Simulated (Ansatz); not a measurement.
An Ansatz run on HfSi3O8 on the sites of monoclinic HfO2 (relaxed group P1) left the output below. Cell and atoms come from a relaxation with r2SCAN.

The cell:
```xyz
12
Lattice="4.8702 0.1614 -0.0274 0.1632 4.3322 0.2930 -0.8650 0.2674 5.2432" Properties=species:S:1:pos:R:3 pbc="T T T"
Hf    0.9195    2.1965    3.8976
Si    3.2505    4.3599    4.5388
Si    3.3596    2.4517    1.9128
Si    1.0882    0.4635    1.1306
O     1.6321    3.9736    4.4630
O     2.6551    1.3997    3.1527
O     2.4232    1.4146    0.6959
O     1.8564    3.4124    2.0102
O     0.0634    1.2415    2.1590
O     4.2487    3.3228    0.8000
O     4.0469    3.4018    3.3919
O    -0.5336    0.9278    4.9007
```

Output, abridged:
```
scf.n_extra_bands = 7 over 43 filled bands (N_el = 86.0): the run solves 50 bands
Pseudopotential: Hf, paw, valence charge 26, recommended cutoff 420 eV
Pseudopotential: Si, paw, valence charge 4, recommended cutoff 420 eV
Pseudopotential: O, paw, valence charge 6, recommended cutoff 420 eV
Crystal: 12 atoms, lattice volume = 109.960 Å³
Basis set: ecut = 420 eV, 2143 PW (Γ)
Symmetry: 1 space group operations
Space group: P1 (ITA 1)
k-points: 112 of 216 (time reversal used)
preconditioner: auto → Resta (q_TF=auto, 2.619 Å⁻¹)  ε∞=5.0  [insulator: Δε(μ)=4.440 eV  σ=0.020 eV  ℏωp=32.5 eV]
SCF 1 converged in 8 iterations: F = -22180.671222 eV  dr2 = 4.04e-8
Free energy (F): -22180.671222 eV
Fermi energy:    12.979636 eV
--- Forces (eV/Å), atoms counted from 1 ---
  atom   1  Hf      0.00097    -0.02712      0.04186
  atom   2  Si    -0.00744      0.06423      0.03857
  atom   3  Si      0.01482    -0.01110    -0.01165
  atom   4  Si    -0.00008    -0.09525      0.02988
  atom   5  O     -0.26813      0.06177      0.03823
  atom   6  O     -0.01337    -0.05185    -0.05121
  atom   7  O       0.17454      0.04169    -0.13778
  atom   8  O     -0.03348    -0.19743      0.13172
  atom   9  O     -0.16673      0.03277      0.15086
  atom  10  O       0.23496      0.05118      0.06285
  atom  11  O       0.12235    -0.01467    -0.11907
  atom  12  O     -0.05837      0.14582    -0.17433
--- Stress (GPa, compression-positive) ---
        8.033315       0.056413      -0.105519
        0.056411       7.341561      -0.570415
       -0.105517      -0.570416       7.717310
  P = ⅓ Tr σ = 7.6974 GPa (76.974 kbar)
--- Band table (eV; the first three rows and the last of 112) ---
  k-point 0: bands = […, 9.0746, 9.3034, 9.6889, 10.0462, 10.1338, 10.6977, 15.5666, 15.9767, 16.5945, 17.3191, …]
  k-point 1: bands = […, 9.0222, 9.2265, 9.6010, 9.9751, 10.1134, 10.5449, 15.6717, 16.1643, 16.6869, 17.2769, …]
  k-point 2: bands = […, 8.9229, 9.1799, 9.4521, 9.7863, 10.0648, 10.3537, 15.7809, 16.4843, 16.9232, 17.3552, …]
  k-point 111: bands = […, 9.0066, 9.1251, 9.3888, 9.7173, 9.8566, 10.5114, 15.1872, 16.1109, 17.0826, 17.2887, …]
```

Question: Reconstruct the input, leaving the band path aside.

Answer:
```yaml
crystal:
  # lattice and atoms as above
kpoints:
  mp_grid: { grid: [6, 6, 6] }
hamiltonian:
  xc: pbe
scf:
  occupations: { method: fermi_dirac, width: 0.02 }
  n_extra_bands: 7
output:
  forces: true
  stress: true
  eigenvalues: true
```
The compression on the r2SCAN cell fits PBE, which tends to larger cells. A single point prints forces and stress when the output block asks for them. Close relatives of this functional can't be ruled out from these lines alone. This is the file that was run; thresholds and some counts can't be read off the log exactly.

It took 13 s on 1 × NVIDIA H100 80GB HBM3 with 2 threads of AMD EPYC 7R13 Processor (Zen 3), on a shared host; peak host memory 1.2 GiB.

Simulation only: spin-unpolarised, and no claim that this is the phase found in nature.

No spin-orbit coupling is included; it can move band edges with weight on the heavy atoms by tenths of an eV.
